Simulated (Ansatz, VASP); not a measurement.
# Mg19Zn13O32 (Zn0.4Mg0.6O, cubic rock salt): VASP beside Ansatz

One calculation is typed for both programs; each brings its own data sets. How far apart do they land? The cell is invented: As first built, before any earlier steps moved the atoms (in the runner's words): 2x2x2 conventional cells of the MgO type (64 atoms: 32 O, 19 Mg, 13 Zn); Mg/Zn share their sites, the best of 600 random draws by like-pair counts in two shells; start lattice by linear mixing of the end members' cells; atoms moved at random by 0.02 A. It may not be a known or stable phase. The structure shown is the end of the Ansatz relaxation below.

Calculated with Ansatz 0.2.0; plane waves, with VASP 6.6.1 beside it; single point at LDA.

**1. Starting point**

The cell holds 64 atoms: 32 O, 19 Mg and 13 Zn. Cell: a = 8.361 Å, b = 8.366 Å, c = 8.367 Å, α = 90.0°, β = 90.0°, γ = 90.0°. It derives from MgO (MgO type, space group 225), repeated 2×2×2. As first built, before any earlier steps moved the atoms (in the runner's words): 2x2x2 conventional cells of the MgO type (64 atoms: 32 O, 19 Mg, 13 Zn); Mg/Zn share their sites, the best of 600 random draws by like-pair counts in two shells; start lattice by linear mixing of the end members' cells; atoms moved at random by 0.02 A.

**2. Ansatz: relaxation, LDA**

Ansatz runs on its default PAW (the set named soft_2) files.

This run makes the geometry at which the two programs are then compared.

The input, input.yaml:

```yaml
crystal:
  lattice:
    - [8.56907, 0.0, 0.0]
    - [0.0, 8.56907, 0.0]
    - [0.0, 0.0, 8.56907]
  atoms:
    - { symbol: O, position: [0.25263, 0.99996, 0.99711] }
    - { symbol: O, position: [0.25036, 0.24833, 0.25075] }
    - { symbol: O, position: [0.00023, 0.99706, 0.2518] }
    - { symbol: O, position: [0.00145, 0.25221, 0.00024] }
    - { symbol: O, position: [0.24891, 0.0027, 0.50013] }
    - { symbol: O, position: [0.25183, 0.24987, 0.74751] }
    - { symbol: O, position: [0.99906, 0.99697, 0.74786] }
    - { symbol: O, position: [0.999, 0.24856, 0.50527] }
    - { symbol: O, position: [0.24784, 0.49906, 0.00095] }
    - { symbol: O, position: [0.25477, 0.75015, 0.25135] }
    - { symbol: O, position: [0.99947, 0.49787, 0.24852] }
    - { symbol: O, position: [0.00211, 0.74975, 7.0e-05] }
    - { symbol: O, position: [0.24993, 0.50293, 0.5037] }
    - { symbol: O, position: [0.25011, 0.74885, 0.7491] }
    - { symbol: O, position: [0.9966, 0.49933, 0.75138] }
    - { symbol: O, position: [0.00131, 0.74866, 0.49996] }
    - { symbol: O, position: [0.74906, 0.0001, 0.00233] }
    - { symbol: O, position: [0.75061, 0.24829, 0.24907] }
    - { symbol: O, position: [0.4984, 0.00028, 0.24923] }
    - { symbol: O, position: [0.49691, 0.24862, 0.00161] }
    - { symbol: O, position: [0.74739, 0.99763, 0.50066] }
    - { symbol: O, position: [0.75472, 0.25071, 0.74805] }
    - { symbol: O, position: [0.49925, 0.00111, 0.75345] }
    - { symbol: O, position: [0.50351, 0.24762, 0.49884] }
    - { symbol: O, position: [0.74944, 0.50001, 0.00144] }
    - { symbol: O, position: [0.75079, 0.74974, 0.25348] }
    - { symbol: O, position: [0.50019, 0.49663, 0.25002] }
    - { symbol: O, position: [0.49892, 0.74957, 0.00429] }
    - { symbol: O, position: [0.75116, 0.49699, 0.50034] }
    - { symbol: O, position: [0.75108, 0.749, 0.75201] }
    - { symbol: O, position: [0.49889, 0.5016, 0.74867] }
    - { symbol: O, position: [0.49814, 0.75198, 0.49656] }
    - { symbol: Mg, position: [0.25472, 0.99966, 0.24526] }
    - { symbol: Mg, position: [0.24716, 0.24792, 0.99486] }
    - { symbol: Mg, position: [0.00353, 0.00616, 0.49838] }
    - { symbol: Mg, position: [0.25114, 0.50469, 0.24896] }
    - { symbol: Mg, position: [0.00155, 0.75228, 0.74623] }
    - { symbol: Mg, position: [0.25072, 0.5026, 0.75029] }
    - { symbol: Mg, position: [0.50046, 0.00287, 0.00313] }
    - { symbol: Mg, position: [0.49986, 0.24554, 0.24926] }
    - { symbol: Mg, position: [0.7499, 8.0e-05, 0.25044] }
    - { symbol: Mg, position: [0.7484, 0.2501, 0.99665] }
    - { symbol: Mg, position: [0.50529, 0.99922, 0.49896] }
    - { symbol: Mg, position: [0.50321, 0.24966, 0.75048] }
    - { symbol: Mg, position: [0.75514, 0.24792, 0.5001] }
    - { symbol: Mg, position: [0.50081, 0.50211, 0.99827] }
    - { symbol: Mg, position: [0.49888, 0.74604, 0.25203] }
    - { symbol: Mg, position: [0.74915, 0.49875, 0.25069] }
    - { symbol: Mg, position: [0.75259, 0.74825, 0.99554] }
    - { symbol: Mg, position: [0.49771, 0.50123, 0.5005] }
    - { symbol: Mg, position: [0.7481, 0.50074, 0.74909] }
    - { symbol: Zn, position: [4.0e-05, 0.99803, 0.99677] }
    - { symbol: Zn, position: [0.00045, 0.25106, 0.24997] }
    - { symbol: Zn, position: [0.99621, 0.25147, 0.75231] }
    - { symbol: Zn, position: [0.24859, 0.99967, 0.74974] }
    - { symbol: Zn, position: [0.24916, 0.24993, 0.50218] }
    - { symbol: Zn, position: [0.00126, 0.49579, 0.99924] }
    - { symbol: Zn, position: [0.99949, 0.74737, 0.2441] }
    - { symbol: Zn, position: [0.25193, 0.75086, 0.00093] }
    - { symbol: Zn, position: [0.99928, 0.50285, 0.50389] }
    - { symbol: Zn, position: [0.25276, 0.7516, 0.50375] }
    - { symbol: Zn, position: [0.75046, 0.00138, 0.74713] }
    - { symbol: Zn, position: [0.49915, 0.75237, 0.7521] }
    - { symbol: Zn, position: [0.75152, 0.74987, 0.49607] }
kpoints:
  mp_grid: { grid: [3, 3, 3] }
hamiltonian:
  xc: lda
scf:
  occupations: { method: fixed }
output:
  forces: true
  stress: true
relax:
  f_tol: 0.02
  max_steps: 45
  cell: { stress_tol: 0.1 }
```

On the command line:

```sh
$ ansatz run input.yaml --threads 32 --pin off --max-ram 143360MiB --backend cuda --events-out ev --progress --plain --runs-dir out
```

Numbers of over 12 decimals in the logs are rounded to 6 here.

The log of the run:

```text
Engine: ansatz 0.2.0, aarch64-unknown-linux-gnu
Pseudopotentials: kind: paw
Pseudopotential: O, paw, valence charge 6, recommended cutoff 420 eV (normal), O.paw.azcp
Pseudopotential: Mg, paw, valence charge 10, recommended cutoff 420 eV (normal), Mg.paw.azcp
Pseudopotential: Zn, paw, valence charge 12, recommended cutoff 420 eV (normal), Zn.paw.azcp
device memory: the entry about to start is reckoned to put 28.4 GiB on a device that reports 182.5 GiB free
GPU FFT provider: cuFFT
GPU libraries: cuBLAS 13.8.1, cuFFT 12.4.0, cuSOLVER 12.3.2
GPU matrix products: emulated (plane waves: as basis.precision tells), large ones in fixed point in workspaces of 1.00 GiB
Crystal: 64 atoms, lattice volume = 629.218 Å³
Basis set: ecut = 420 eV, 12293 PW (Γ)
Bands: 333, of which v1, the nominal top of the filled ones, is band 269 counted from 1 (268 counted from 0)
k-points: 14 of 27 (time reversal used)
PAW frozen core: O, regenerated for the run's functional, and the local potential with it (the file was generated under x = pbe(κ = 0.804, μ = 0.219515), c = pbe(β = 0.066725))
PAW frozen core: Mg, regenerated for the run's functional, and the local potential with it (the file was generated under x = pbe(κ = 0.804, μ = 0.219515), c = pbe(β = 0.066725))
PAW frozen core: Zn, regenerated for the run's functional, and the local potential with it (the file was generated under x = pbe(κ = 0.804, μ = 0.219515), c = pbe(β = 0.066725))
GPU buffer pool allocated for 216000 grid points (all kernels)
GPU transforms: local potential and band sums: pruned to the plane-wave sphere, on 60×60×60
relax step   1: F+E_penalty+E_count = -96162.27420267 eV  Δ(F+E_penalty+E_count) = +0.000e0 eV  max|allowed force component| = 6.892e-1 eV/Å  Δτ_max = 0.0000 Å  P = -11.174 GPa  Ω = 629.218 Å³  (9 SCF iters, dr2 threshold 1.00e-7 eV, accepted)
[...]
relax step   2: F+E_penalty+E_count = -96163.87078815 eV  Δ(F+E_penalty+E_count) = -1.597e0 eV  max|allowed force component| = 3.936e-1 eV/Å  Δτ_max = 0.0367 Å  P = -5.507 GPa  Ω = 606.083 Å³  energy of the carried Pulay correction = +1.349e-1 eV  (7 SCF iters, dr2 threshold 6.40e-6 eV, accepted)
[...]
relax step   3: F+E_penalty+E_count = -96164.47113082 eV  Δ(F+E_penalty+E_count) = -6.003e-1 eV  max|allowed force component| = 8.135e-2 eV/Å  Δτ_max = 0.0386 Å  P = -0.173 GPa  Ω = 587.406 Å³  energy of the carried Pulay correction = +2.475e-1 eV  (7 SCF iters, dr2 threshold 6.40e-6 eV, accepted)
[...]
relax step   4: F+E_penalty+E_count = -96164.48079394 eV  Δ(F+E_penalty+E_count) = -9.663e-3 eV  max|allowed force component| = 2.679e-3 eV/Å  Δτ_max = 0.0090 Å  P = -0.005 GPa  Ω = 586.836 Å³  energy of the carried Pulay correction = +2.510e-1 eV  (6 SCF iters, dr2 threshold 4.14e-7 eV, accepted)
[...]
relax step   5: F+E_penalty+E_count = -96164.29775557 eV  Δ(F+E_penalty+E_count) = +1.830e-1 eV  max|allowed force component| = 4.387e-3 eV/Å  Δτ_max = 0.0000 Å  P = -0.514 GPa  Ω = 586.836 Å³  stress off target by 5.26e-1 GPa  SCF on the basis re-selected at this cell (its energy is not comparable with the rows above)  (7 SCF iters)
[...]
relax step   6: F+E_penalty+E_count = -96164.30998993 eV  Δ(F+E_penalty+E_count) = -1.223e-2 eV  max|allowed force component| = 1.440e-3 eV/Å  Δτ_max = 0.0006 Å  P = +0.000 GPa  Ω = 585.246 Å³  energy of the carried Pulay correction = +9.651e-3 eV  (5 SCF iters, dr2 threshold 6.91e-7 eV, accepted)
[...]
relax step   7: F+E_penalty+E_count = -96164.30379812 eV  Δ(F+E_penalty+E_count) = +6.192e-3 eV  max|allowed force component| = 1.535e-3 eV/Å  Δτ_max = 0.0000 Å  P = -0.014 GPa  Ω = 585.246 Å³  stress off target by 1.69e-2 GPa  SCF on the basis re-selected at this cell (its energy is not comparable with the rows above)  (6 SCF iters)
basis re-selected at this cell: Δ(F+E_penalty+E_count) = +6.192e-3 eV, ΔP = -0.014 GPa vs the last step (what re-selecting the basis moved, of the pressure what is left beyond the Pulay correction that the steps carried, after the strain that the cell walked since its last selection, with what the two solves' SCF thresholds leave and, on support functions, any second-order correction that the steps lacked; it is no m [...]
SCF converged after 6 iterations
Free energy (F): -96164.303798 eV
Internal energy: -96164.303798 eV  (E = F + TS)
E sigma→0 (E₀):  -96164.303798 eV
Fermi energy:    9.539189 eV
--- Forces (eV/Å), atoms counted from 1 ---
  max |Σ_I F_I| component: 1.97e-5 eV/Å
--- Stress (GPa, compression-positive) ---
       -0.011162       0.000068      -0.000185
        0.000068      -0.013930      -0.000224
       -0.000185      -0.000224      -0.016917
  P = ⅓ Tr σ = -0.0140 GPa (-0.140 kbar)
--- Band table (eV; the first three rows and the last of 14) ---
--- Relaxed structure (5 steps of the walk, 5 accepted, 2 SCFs on fresh bases) ---
  F+E_penalty+E_count = -96164.30379812 eV   max|allowed force component| = 1.535e-3 eV/Å   (the final SCF, on the basis selected at the relaxed cell)
  cell:  # Å, volume = 585.2460 Å³
    - [8.361195, -0.001876, -0.00300181]
    - [-0.001876, 8.365941, -0.00154519]
    - [-0.00300181, -0.00154519, 8.366722]
  atoms:
    [... one line an atom ...]
```

**3. VASP: single point, LDA**

The same cell, functional (in two slightly different forms) and mesh now go to VASP, with its own data sets.

Lines of VASP's logs that name or quote its potential files are left out, and so is its time.

The input, INCAR:

```
SYSTEM = Mg19Zn13O32
PREC = Accurate
ENCUT = 520
EDIFF = 1E-06
NELM = 120
ISMEAR = 0
SIGMA = 0.01
LREAL = Auto
ALGO = Normal
GGA = PW92
NBANDS = 240
LORBIT = 11
LWAVE = .FALSE.
LCHARG = .FALSE.
ISIF = 2
LASPH = .TRUE.
GGA_COMPAT = .FALSE.
EFERMI = MIDGAP
KPAR = 8
```

The input, POSCAR:

```
Mg19Zn13O32
1.0
    8.3611950000     -0.0018760000     -0.0030020000
   -0.0018760000      8.3659410000     -0.0015450000
   -0.0030020000     -0.0015450000      8.3667220000
O Mg Zn
32 19 13
Direct
    0.2521900000      0.0019600000      0.0022700000
    0.2521900000      0.2500100000      0.2469600000
    0.0005200000      0.9994800000      0.2528500000
    0.9998300000      0.2493500000      0.9993600000
    0.2504300000      0.0000500000      0.4974900000
    0.2520100000      0.2524300000      0.7521300000
    0.0007000000      0.9978400000      0.7476500000
    0.9987900000      0.2477300000      0.5004100000
    0.2523500000      0.4971000000      0.9998600000
    0.2520200000      0.7494500000      0.2494800000
    0.0003500000      0.5003600000      0.2503600000
    0.9985600000      0.7505100000      0.9976800000
    0.2524100000      0.4996800000      0.4997200000
    0.2485300000      0.7476800000      0.7503800000
    0.0006300000      0.5029500000      0.7494400000
    0.0000900000      0.7524400000      0.5023000000
    0.7479500000      0.0000100000      0.0025000000
    0.7480300000      0.2501700000      0.2495000000
    0.4998500000      0.9993000000      0.2504000000
    0.5003700000      0.2492000000      0.9994500000
    0.7507400000      0.0025600000      0.4973800000
    0.7483800000      0.2527900000      0.7501700000
    0.5001300000      0.0014000000      0.7495000000
    0.5033500000      0.2492500000      0.5001600000
    0.7477700000      0.4997600000      0.9998800000
    0.7482500000      0.7496000000      0.2470800000
    0.4997800000      0.5000700000      0.2503200000
    0.5030900000      0.7499400000      0.0020100000
    0.7480300000      0.4973900000      0.4997600000
    0.7531500000      0.7475500000      0.7523700000
    0.4999500000      0.4973600000      0.7494700000
    0.5009400000      0.7501100000      0.4982400000
    0.2494500000      0.9994600000      0.2497500000
    0.2490000000      0.2494700000      0.9994600000
    0.0009900000      0.0000900000      0.5005500000
    0.2488400000      0.4999400000      0.2500400000
    0.0010200000      0.7507000000      0.7499700000
    0.2496100000      0.5000500000      0.7494800000
    0.4998900000      0.9992400000      0.9992700000
    0.5000700000      0.2496000000      0.2498300000
    0.7508200000      0.9996200000      0.2500200000
    0.7510600000      0.2495900000      0.9995400000
    0.5002800000      0.9991000000      0.5006400000
    0.5000400000      0.2494700000      0.7497600000
    0.7511900000      0.2499100000      0.5001300000
    0.4999900000      0.4997700000      0.9998200000
    0.5001000000      0.7497300000      0.2500900000
    0.7511900000      0.5001500000      0.2500900000
    0.7510300000      0.7502000000      0.9996100000
    0.5002000000      0.5002000000      0.5000200000
    0.7509300000      0.5002500000      0.7495500000
    0.0001400000      0.9996800000      0.0000500000
    0.9999800000      0.2495600000      0.2501500000
    0.0003400000      0.2502200000      0.7496000000
    0.2504700000      0.0000900000      0.7500400000
    0.2516000000      0.2498200000      0.4993500000
    0.9999100000      0.5001500000      0.9995100000
    0.0000100000      0.7502600000      0.2500800000
    0.2508800000      0.7493200000      0.0001200000
    0.0001600000      0.5001100000      0.5002900000
    0.2505100000      0.7499200000      0.4997900000
    0.7503100000      0.0002100000      0.7498200000
    0.5008300000      0.7487100000      0.7504100000
    0.7505000000      0.7501300000      0.4997100000
```

The input, KPOINTS:

```
Automatic mesh
0
Gamma
3 3 3
0 0 0
```

The projector-augmented-wave data sets are O, Mg and Zn (LDA family, release 64).

On the command line:

```sh
$ mpirun -np 8 vasp_std
```

The log of the run:

```text
[banner, memory and clock lines left out]
running    8 mpi-ranks, on    1 nodes
[...]
|                                                                             |
|           W    W    AA    RRRRR   N    N  II  N    N   GGGG   !!!           |
|           W    W   A  A   R    R  NN   N  II  NN   N  G    G  !!!           |
|           W    W  A    A  R    R  N N  N  II  N N  N  G       !!!           |
|           W WW W  AAAAAA  RRRRR   N  N N  II  N  N N  G  GGG   !            |
|           WW  WW  A    A  R   R   N   NN  II  N   NN  G    G                |
|           W    W  A    A  R    R  N    N  II  N    N   GGGG   !!!           |
|                                                                             |
|     For optimal performance we recommend to set                             |
|       NCORE = 2 up to number-of-cores-per-socket                            |
|     NCORE specifies how many cores store one orbital (NPAR=cpu/NCORE).      |
|     This setting can greatly improve the performance of VASP for DFT.       |
[...]
|                                                                             |
|     You enforced a specific xc type in the INCAR file but a different       |
|     [... a line on the potential file left out ...]
|     I HOPE YOU KNOW WHAT YOU ARE DOING!                                     |
|                                                                             |

 LDA part: xc-table for (Slater(with rela. corr.)+PW92), standard interpolation
 POSCAR, INCAR and KPOINTS ok, starting setup
[...]
entering main loop
       N       E                     dE             d eps       ncg     rms          rms(c)
DAV:   1     0.515006499305E+04    0.51501E+04   -0.16499E+05  6720   0.200E+03
DAV:   2     0.755239798358E+03   -0.43948E+04   -0.41225E+04  6752   0.555E+02
DAV:   3    -0.344389172107E+03   -0.10996E+04   -0.10623E+04  7144   0.246E+02
DAV:   4    -0.441471963672E+03   -0.97083E+02   -0.95961E+02  8008   0.822E+01
[...]
DAV:  16    -0.391887042425E+03    0.71377E-06   -0.25399E-04  7624   0.660E-02    0.172E-02
DAV:  17    -0.391887043105E+03   -0.67945E-06   -0.40275E-05  9600   0.325E-02    0.777E-03
DAV:  18    -0.391887043206E+03   -0.10178E-06   -0.57407E-06  6888   0.121E-02
   1 F= -.39188704E+03 E0= -.39188704E+03  d E =0.000000E+00
```

From OUTCAR (step 3):

```text
  Total       -3.1157692     -2.8805232     -2.8838954     -0.0063454     -0.0053745     -0.0154949
  in kB       -8.5297728     -7.8857600     -7.8949919     -0.0173714     -0.0147134     -0.0424190
  external PRESSURE =      -8.1035082 kB  Pullay stress =       0.0000000 kB

 POSITION                                       TOTAL-FORCE (eV/Angst)
 -----------------------------------------------------------------------------------
      2.10860      0.01592      0.01823         0.053354      0.047581      0.047744
      2.10740      2.09071      2.06510         0.053092     -0.001595     -0.042811
      0.00171      8.36120      2.11398        -0.006939      0.007734      0.039217
      8.35631      2.08263      8.35798        -0.001730      0.007721      0.007603
      2.09240     -0.00082      4.16161         0.004637      0.002098     -0.045441
      2.10437      2.11018      6.29172         0.055174      0.044380      0.043532
      0.00174      8.34671      6.25384        -0.006302     -0.038329     -0.038737
      8.34911      2.06985      4.18341        -0.043763     -0.040914     -0.007217
      2.10601      4.15669      8.36403         0.052915     -0.045927      0.001427
      2.10503      6.26900      2.08542         0.052385      0.003332      0.003664
      0.00124      4.18559      2.09392        -0.006487     -0.007412     -0.007049
      8.34475      6.27531      8.34315        -0.043952     -0.007927     -0.038290
      2.10801      4.17905      4.17949         0.051918     -0.000913     -0.000611
      2.07435      6.25342      6.27632        -0.033279     -0.044684     -0.001961
[...]
-----------------------------------------------------------------------------------
    total drift:                                0.002657      0.011471      0.017305

  FREE ENERGIE OF THE ION-ELECTRON SYSTEM (eV)
  ---------------------------------------------------
  free  energy   TOTEN  =      -391.8870432063 eV

  energy  without entropy=     -391.8870432063  energy(sigma->0) =     -391.88704321

[... 1 further part left out ...]
```

The run ends at a pressure of -0.81 GPa, with forces up to 0.086 eV/Å.

**4. Differences**

Known differences besides the potentials themselves: fixed occupations in Ansatz, narrow Gaussian smearing in VASP; the data sets hold 538 valence electrons in Ansatz (on its default PAW (the set named soft_2) files) and 386 in VASP; the cutoff is 420 eV in Ansatz and 520 eV in VASP (PREC = Accurate, projectors in real space); VASP's log shows a relativistic correction to its local exchange, Ansatz's none. Total energies have different zeros and are not compared.

Compared:

| quantity | Ansatz | VASP | difference |
| --- | --- | --- | --- |
| gap on the k mesh (eV) | 2.723 | 2.724 | -0.001 |

A gap on the mesh is an upper bound, since the band edges may lie between its points.

**5. What came out**

| Item | Value |
| --- | --- |
| difference in gap on the k mesh (single point, LDA) | -8.4e-4 eV |

In words: The difference in gap on the k mesh is -8.4e-4 eV (single point, LDA), within the 0.08 eV picked in this series as the mark of a large difference. The data sets hold unlike numbers of valence electrons (538 in Ansatz and 386 in VASP), so part of the differences comes from the potentials. How closely two codes agree says nothing of how well the functional describes the real material.

[Lines on the potential files, build, host, timing and source positions are cut from VASP's logs without a mark.]

[Logs are printed without paths, hosts, clocks, repeated set-up lines and the standing remarks that a program may print on its own settings, such as how far it seeks lower states.]

[Hosts, paths, dates, database ids (printed as entryN), source tags and the programs' standing remarks are cut or masked in the printed files.]
